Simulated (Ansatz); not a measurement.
# NbSi2N4 bilayer (AA') in a perpendicular field, part 4 of 4

Wanted: the out-of-plane response of the NbSi2N4 bilayer (AA'). A positive field points along +c.

Ansatz 0.2.0; plane-wave DFT, PBE-D3(BJ), Ansatz PAW.

So far. Step 9 (Response, atoms held): The induced dipole is that of a conductor 17.76 Å thick. Step 10 (Field on, atoms free, field 0.1 V/Å): The dipole is 0.0767 e·Å.

### 11. Relaxing in the field, field -0.1 V/Å

The opposite sign, again from the field-free geometry; the difference of the two cancels what relaxes without a field.

input.yaml

```yaml
crystal:
  lattice:
    - [2.9511615299, 0.0, 0.0]
    - [-1.475580765, 2.5557808556, 0.0]
    - [0.0, 0.0, 34.7672626556]
  atoms:
    - { symbol: "N", position: [0.0, 0.0, 0.2588642105], spin: 0.01 }
    - { symbol: Si, position: [0.3333333333, 0.6666666667, 0.2733463048] }
    - { symbol: "N", position: [0.3333333333, 0.6666666667, 0.3235995255], spin: 0.01 }
    - { symbol: Nb, position: [0.0, 0.0, 0.3597423347], spin: 0.35 }
    - { symbol: "N", position: [0.3333333333, 0.6666666667, 0.3958582555], spin: 0.01 }
    - { symbol: Si, position: [0.3333333333, 0.6666666667, 0.4460714386] }
    - { symbol: "N", position: [0.0, 0.0, 0.4602975951], spin: 0.01 }
    - { symbol: "N", position: [0.3333333333, 0.6666666667, 0.5397024068], spin: -0.01 }
    - { symbol: Si, position: [0.0, 0.0, 0.5539285625] }
    - { symbol: "N", position: [0.0, 0.0, 0.6041417439], spin: -0.01 }
    - { symbol: Nb, position: [0.3333333333, 0.6666666667, 0.6402576654], spin: -0.35 }
    - { symbol: "N", position: [0.0, 0.0, 0.6764004755], spin: -0.01 }
    - { symbol: Si, position: [0.0, 0.0, 0.7266536949] }
    - { symbol: "N", position: [0.3333333333, 0.6666666667, 0.7411357895], spin: -0.01 }
magnetization:
  spin_polarized: true
kpoints:
  mp_grid: { grid: [12, 12, 1] }
hamiltonian:
  xc: pbe
  dispersion: d3bj
scf:
  occupations: { method: fermi_dirac, width: 0.02585 }
  convergence: { dr2_threshold: 1.0e-10 }
efield:
  axis: 3
  dipole_correction: true
  ramp_position: 0.9543
  ramp_width: 0.0915
  amplitude: -0.1
relax:
  f_tol: 0.001
  max_steps: 60
output:
  write_potential: true
  write_density: true
  volumetric_format: npy
```

Command:

```
$ ansatz run input.yaml --threads 8 --pin off --max-ram 12288MiB --backend cpu --events-out ev --progress --plain --runs-dir out
```

Numbers of over 12 decimals in the logs are rounded to 6 here.

The program printed:

```text
[...]
Crystal: 14 atoms, lattice volume = 262.233 Å³
Basis set: ecut = 420 eV, 5049 PW (Γ), exchange–correlation on 40×40×480 points (8 copies of the dense FFT grid, shifted against one another)
Bands: 56, of which v1, the nominal top of the filled ones, is band 41 counted from 1 (40 counted from 0)
Symmetry: 6 space group operations
[...]
- { symbol: N, position: [0.333333, 0.666667, 0.539696] }
    - { symbol: Si, position: [0, -3.7007434155248955e-17, 0.553921] }
    - { symbol: N, position: [0, -3.7007434155248937e-17, 0.604125] }
    - { symbol: Nb, position: [0.333333, 0.666667, 0.640252] }
    - { symbol: N, position: [0, -3.700743415524895e-17, 0.676432] }
    - { symbol: Si, position: [0, -3.700743415524896e-17, 0.726642] }
    - { symbol: N, position: [0.333333, 0.666667, 0.741191] }
[key lines of the parts left out:]
SCF converged after 10 iterations
Magnetization: 0.0086 μB (41.0043 up, 40.9957 down)
Free energy (F): -14736.760953 eV
Fermi energy:    4.245826 eV
Dipole field:    D = -0.052893 V/Å  (p = -0.076652 e·Å, saw-weighted, corrected)
```

The job ended after 61 s (8 threads of Arm Neoverse V1, shared host; peak memory 1.2 GiB).

Hardly anything moved in the relaxation; the energy changed by under 0.2 meV an atom.

This step gave:

```yaml
total_moment: 0.008624 μB
dipole_along_the_normal: -0.07665 e·Å
```

The relaxation took 5 steps and lowered the energy by 1.5e-4 eV; the largest force on the free atoms ends at 4.0e-4 eV/Å.

The dipole is -0.0767 e·Å.

### 12. Response, atoms relaxed

This step: plane-wave DFT, PBE-D3(BJ), Ansatz PAW; response to a field along the normal, atoms relaxed (Ansatz 0.2.0).

The same analysis on the two relaxed runs holds the ionic part too; their mesh is coarser, so small differences from the held value can come from that.

Numbers from this step:

```yaml
equivalent_conductor_thickness_p_eps_0ae: 18.39 Å
```

Dipole of the cell against applied field:

```csv
applied field (V/Å),dipole of the cell (e·Å)
-0.1000,-0.0767
0.1000,0.0767
```

Table of total moment by applied field:

```
applied field (V/Å)  total moment (μB)
            -0.1000            0.00862
             0.1000           -0.00862
```

The local field over applied field oscillates, so the rows of the table below give means over windows of 3.11 Å about each position, cut where the curve ends. Its maxima inside the range that stand out by 2 % of the span (Å: value): 9.9: 0.145, 11.2: 0.145, 14.2: 0.0439, 17.4: 0.0449, 20.6: 0.0439, 23.6: 0.145, 24.9: 0.145. Its minima: 9.4: 0.0992, 10.6: -0.00262, 13.0: -0.0659, 14.9: -0.0233, 19.8: -0.0234, 21.7: -0.0659, 24.2: -0.00261, 25.4: 0.0992.

Local field over the applied field, running mean. From the potentials at -0.1 and 0.1 V/Å; running mean over 2.5 Å. The local field over applied field by z; means over each step:

z (Å), local field over applied field and a bar from the least value:
```
     5.61      0.964 ##############################
     8.72      0.341 ###########
    11.83      0.024 #
    14.94     -0.003 
    18.05      0.001 
    21.16     -0.009 
    24.27      0.084 ###
    27.38      0.687 #####################
```

The induced electron density oscillates, so the rows of the table below give means over windows of 1 Å about each position, cut where the curve ends. Its maxima inside the range that stand out by 2 % of the span (Å: e/Å³ per V/Å): 8.5: 0.0162, 10.7: 0.00497, 13.0: 0.00570, 14.1: 0.00168, 16.4: 0.00293, 19.3: 0.00258, 21.3: -4.7e-4, 22.7: 0.00935, 25.4: 0.0159. Its minima: 9.4: -0.0159, 12.0: -0.00935, 13.5: 4.7e-4, 15.5: -0.00258, 18.4: -0.00293, 20.7: -0.00168, 21.7: -0.00570, 24.0: -0.00497, 26.2: -0.0162.

Electrons, planar mean, per unit field. Induced electron density against z; means over each step:

```csv
z (Å),induced electron density (e/Å³ per V/Å)
5,7.7e-6
6,9.4e-5
7,9.0e-4
8,0.00729
9,-2.3e-4
10,-0.00403
11,0.00220
12,-0.00584
13,0.00346
14,0.00116
15,-7.3e-4
16,2.5e-4
17,9.3e-4
18,-0.00156
19,8.6e-4
20,-7.8e-7
21,-0.00126
22,-0.00279
23,0.00596
24,-0.00338
25,0.00809
26,-0.00621
27,-0.00457
28,-5.4e-4
29,-5.4e-5
30,-4.6e-6
```

The induced dipole is that of a conductor 18.39 Å thick.

### 13. A changed input: kpoints.mp_grid.grid = [27, 27, 1]

This step: plane-wave DFT, PBE-D3(BJ), Ansatz PAW (Ansatz 0.2.0).

A run with a changed input: it repeats the earlier run at 0.03 V/Å with kpoints.mp_grid.grid from [18, 18, 1] to [27, 27, 1].

Edit input.yaml of step 11 so:

```diff
@@ -23,3 +23,6 @@
 kpoints:
-  mp_grid: { grid: [12, 12, 1] }
+  mp_grid: { grid: [27, 27, 1] }
+  band_path:
+    path: [[0, 0, 0], [0.5, 0, 0], [0.33333333, 0.33333333, 0], [0, 0, 0]]
+    npoints: 16
 hamiltonian:
@@ -33,8 +36,5 @@
   dipole_correction: true
-  ramp_position: 0.9543
-  ramp_width: 0.0915
-  amplitude: -0.1
-relax:
-  f_tol: 0.001
-  max_steps: 60
+  ramp_position: 0.97
+  ramp_width: 0.06
+  amplitude: 0.03
 output:
```

The program printed:

```text
[...]
Crystal: 14 atoms, lattice volume = 262.233 Å³
Basis set: ecut = 420 eV, 5049 PW (Γ)
Bands: 56, of which v1, the nominal top of the filled ones, is band 41 counted from 1 (40 counted from 0)
Symmetry: 6 space group operations
k-points: 75 of 729 (time reversal used)
[...]
Starting moments: Σ|m| = 0.78 μB on 10 of 14 sites
[...]
SCF iter   1: F=—  HF=-14684.183415 eV  |F-HF|=—  |Δ(HF+E_count)|=         —  Δρ=4.65e-2 (↑4.65e-2 ↓4.65e-2)  dr2=2.93e1  dr2_m=2.29e-2  M=-0.001 μB ∫|m|=0.283 μB  β_m=0.30  ethr=3.10e-3  p=0.024 e·Å  D=1.64e-2 V/Å  ΔV_dip=-0.57 eV  dr2_dipole=3.33e-6  V_vac-E_F(+/−)=6.65/6.26 eV  ⟨swp⟩=8.5  Hψ=43980  notcnv=0  defer=560
[...]
SCF iter  20: F=-14736.757376 eV  HF=-14736.757376 eV  |F-HF|=7.46e-11  |Δ(HF+E_count)|=  4.00e-11  Δρ=2.01e-8 (↑2.01e-8 ↓1.74e-8)  dr2=2.33e-11  dr2_m=1.29e-13  M=-0.003 μB ∫|m|=1.784 μB  ethr=1.00e-12  p=0.022 e·Å  D=1.53e-2 V/Å  ΔV_dip=-0.53 eV  dr2_dipole=8.92e-12  V_vac-E_F(+/−)=5.61/5.18 eV  ⟨swp⟩=16.8  Hψ=43475  notcnv=0
SCF 1 converged in 20 iterations: F = -14736.757376 eV  dr2 = 2.33e-11
[...]
SCF converged after 20 iterations
Magnetization: -0.0031 μB (40.9985 up, 41.0015 down)
Absolute magnetization: 1.7853 μB (∫|ρ↑−ρ↓|, with the PAW one-centre terms)
[...]
Per-site moments (μB) at R_I (Å): [(0.00802545, 0.732885), (0.00374565, 0.720706), (0.0071133, 0.720706), (0.356689, 0.873076), (0.00724761, 0.720132), (0.00370685, 0.720132), (0.00749387, 0.731854), (-0.00751518, 0.731854), (-0.00371345, 0.720132), (-0.00717006, 0.720132), (-0.357971, 0.873076), (-0.00721662, 0.720706), (-0.00375383, 0.720706), (-0.00819078, 0.732885)]
Free energy (F): -14736.757376 eV
[...]
Internal energy: -14736.748572 eV  (E = F + TS)
E sigma→0 (E₀):  -14736.752974 eV
Entropy (-TS):   -0.008805 eV (-0.629 meV/atom)
Fermi energy:    4.242819 eV
Dipole field:    D = 0.015331 V/Å  (p = 0.022217 e·Å, saw-weighted, corrected)
Work function:   not extracted (applied field tilts the vacuum); planar V_es + V_field profile in the machine report
[...]
--- Band table (eV; the first three rows and the last of 150) ---
  k-point 0 ↑: bands = [... 37 lower, 2.1243, 2.1243, 2.4966, 4.4975, 5.2170, 7.4986, 7.4986, 7.8604, ... 11 higher]
  k-point 1 ↑: bands = [... 37 lower, 2.0977, 2.1508, 2.5121, 4.4886, 5.2134, 7.3981, 7.4981, 7.7022, ... 11 higher]
  k-point 2 ↑: bands = [... 37 lower, 2.0210, 2.2162, 2.5332, 4.4425, 5.1810, 7.2591, 7.4973, 7.5451, ... 11 higher]
  k-point 74 ↓: bands = [... 37 lower, 2.3202, 3.0359, 3.0691, 4.0983, 4.9134, 6.6440, 7.4667, 8.0209, ... 11 higher]
```

Run time: 95 s. Hardware: 8 threads; peak memory 2.6 GiB.

This step gave:

| Item | Value |
| --- | --- |
| energy at zero smearing | -14736.7530 eV |
| total moment | 0 μB |
| dipole along the normal | 0.02222 e·Å |

Deep bands are left out, so band numbers here count from the lowest band kept and differ from the log's. The electronic bands at the labelled points (eV, zero at the Fermi level; # counts the bands kept):

```
  point  up #23  up #24  up #25  up #26  down #23  down #24  down #25  down #26
      Γ   -2.12   -1.75    0.25    0.97     -2.12     -1.75      0.25      0.97
halfway   -2.24   -1.92   -0.67    0.17     -2.24     -1.92     -0.67      0.17
      M   -1.74   -1.69   -0.70    0.11     -1.74     -1.69     -0.70      0.11
halfway   -1.68   -1.52   -0.50    0.30     -1.68     -1.52     -0.50      0.30
      K   -1.22   -1.17   -0.14    0.67     -1.21     -1.17     -0.14      0.67
halfway   -2.19   -1.92   -0.81    0.05     -2.19     -1.92     -0.81      0.04
      Γ   -2.12   -1.75    0.25    0.97     -2.12     -1.75      0.25      0.97
```

| quantity | this run | earlier run | difference |
| --- | --- | --- | --- |
| dipole along the normal (e·Å) | 0.02222 | 0.02221 | 2.5e-6 |
| total moment (μB) | -0.003072 | -0.002672 | -4.0e-4 |

Nothing in the table moves by 0.01 in its unit (for the dipole 0.5 % and 5e-5 e·Å). The run took 20 SCF cycles against 18.

Of the bands kept, 2 cross the Fermi level on this path, both spins counted.

### 14. Varying the input

Another changed input: it repeats the earlier run at 0.03 V/Å with accuracy to medium and basis.ecutwfc to 25.7 Ry.

Edit input.yaml of step 13 so:

```diff
@@ -23,3 +23,3 @@
 kpoints:
-  mp_grid: { grid: [27, 27, 1] }
+  mp_grid: { grid: [18, 18, 1] }
   band_path:
@@ -43 +43,4 @@
   volumetric_format: npy
+accuracy: medium
+basis:
+  ecutwfc: "25.7 Ry"
```

The program printed:

```text
Warning: basis.ecutwfc = 349.666313 eV is below the records' recommended 420 eV, and the density's cutoff is lower with it unless basis.ecutrho_ratio is high enough to keep the records' density cutoff: compare with a run at a higher cutoff
[...]
Crystal: 14 atoms, lattice volume = 262.233 Å³
Basis set: ecut = 349.666313 eV, 3953 PW (Γ)
Bands: 56, of which v1, the nominal top of the filled ones, is band 41 counted from 1 (40 counted from 0)
Symmetry: 6 space group operations
k-points: 37 of 324 (time reversal used)
[...]
Starting moments: Σ|m| = 0.78 μB on 10 of 14 sites
[...]
SCF iter   1: F=—  HF=-14680.694206 eV  |F-HF|=—  |Δ(HF+E_count)|=         —  Δρ=4.50e-2 (↑4.50e-2 ↓4.50e-2)  dr2=2.84e1  dr2_m=2.75e-2  M=-0.005 μB ∫|m|=0.228 μB  β_m=0.30  ethr=3.10e-3  p=0.024 e·Å  D=1.64e-2 V/Å  ΔV_dip=-0.57 eV  dr2_dipole=2.16e-6  V_vac-E_F(+/−)=6.52/6.14 eV  ⟨swp⟩=8.4  Hψ=21325  notcnv=0  defer=282
[...]
SCF iter  18: F=-14736.284050 eV  HF=-14736.284050 eV  |F-HF|=1.09e-11  |Δ(HF+E_count)|=  5.40e-10  Δρ=6.31e-8 (↑5.46e-8 ↓6.31e-8)  dr2=4.63e-11  dr2_m=3.67e-12  M=-0.003 μB ∫|m|=1.791 μB  ethr=1.00e-12  p=0.022 e·Å  D=1.53e-2 V/Å  ΔV_dip=-0.53 eV  dr2_dipole=1.45e-11  V_vac-E_F(+/−)=5.61/5.18 eV  ⟨swp⟩=16.5  Hψ=24415  notcnv=0
SCF 1 converged in 18 iterations: F = -14736.284050 eV  dr2 = 4.63e-11
[...]
SCF converged after 18 iterations
Magnetization: -0.0027 μB (40.9987 up, 41.0013 down)
Absolute magnetization: 1.7925 μB (∫|ρ↑−ρ↓|, with the PAW one-centre terms)
[...]
Per-site moments (μB) at R_I (Å): [(0.00806071, 0.732885), (0.00377323, 0.720706), (0.00717404, 0.720706), (0.358302, 0.873076), (0.00730577, 0.720132), (0.00373491, 0.720132), (0.00752568, 0.731854), (-0.00754012, 0.731854), (-0.00373842, 0.720132), (-0.00721891, 0.720132), (-0.359423, 0.873076), (-0.00727071, 0.720706), (-0.00377847, 0.720706), (-0.00822109, 0.732885)]
Free energy (F): -14736.284050 eV
[...]
Internal energy: -14736.275927 eV  (E = F + TS)
E sigma→0 (E₀):  -14736.279988 eV
Entropy (-TS):   -0.008123 eV (-0.580 meV/atom)
Fermi energy:    4.244038 eV
Dipole field:    D = 0.015319 V/Å  (p = 0.022200 e·Å, saw-weighted, corrected)
Work function:   not extracted (applied field tilts the vacuum); planar V_es + V_field profile in the machine report
[...]
--- Band table (eV; the first three rows and the last of 74) ---
  k-point 0 ↑: bands = [... 37 lower, 2.1252, 2.1252, 2.4984, 4.4950, 5.2179, 7.4981, 7.4981, 7.8617, ... 11 higher]
  k-point 1 ↑: bands = [... 37 lower, 2.0662, 2.1870, 2.5267, 4.4703, 5.2046, 7.3200, 7.4970, 7.6102, ... 11 higher]
  k-point 2 ↑: bands = [... 37 lower, 1.9464, 2.2467, 2.5291, 4.3259, 5.0854, 7.1790, 7.4750, 7.4981, ... 11 higher]
  k-point 36 ↓: bands = [... 37 lower, 2.3212, 3.0407, 3.0739, 4.0982, 4.9156, 6.6430, 7.4699, 8.0233, ... 11 higher]
```

The job ended after 38 s (8 threads; peak memory 1.4 GiB).

```
                     quantity   this run  earlier run  difference
dipole along the normal (e·Å)    0.02220      0.02221     -1.5e-5
            total moment (μB)  -0.002667    -0.002672      5.1e-6
```

Nothing in the table moves by 0.01 in its unit (for the dipole 0.5 % and 5e-5 e·Å).

The change did no harm here.

### 15. Summary of results

| Quantity | Value |
| --- | --- |
| gap without field | none |
| work function, upper face | 5.40 eV |
| equivalent conductor thickness, atoms held | 17.8 Å |
| equivalent conductor thickness, atoms relaxed | 18.4 Å |

The induced dipole equals that of a perfect conductor 17.76 Å thick, while the outer atoms lie 16.77 Å apart. Letting the atoms follow the field adds 0.63 Å to the equivalent conductor thickness: the ionic part of the response. There is no gap over 0.03 eV, with or without the field. The magnetic order is the one reached from the typed start; other orders were not compared. Spin-orbit coupling is left out. The outer anions sit over the metal atoms, one of several polytypes of such layers and not the lowest for every compound.

[Logs are printed without paths, hosts, clocks, repeated set-up lines and the standing remarks that a program may print on its own settings, such as how far it seeks lower states.]

[Hosts, paths, dates, database ids (printed as entryN), source tags and the programs' standing remarks are cut or masked in the printed files.]

[Maps of the electrostatic potential energy from Ansatz leave out the sawtooth potential of an applied field or a dipole correction, so their vacuum need not be flat; planar profiles and work functions include it.]
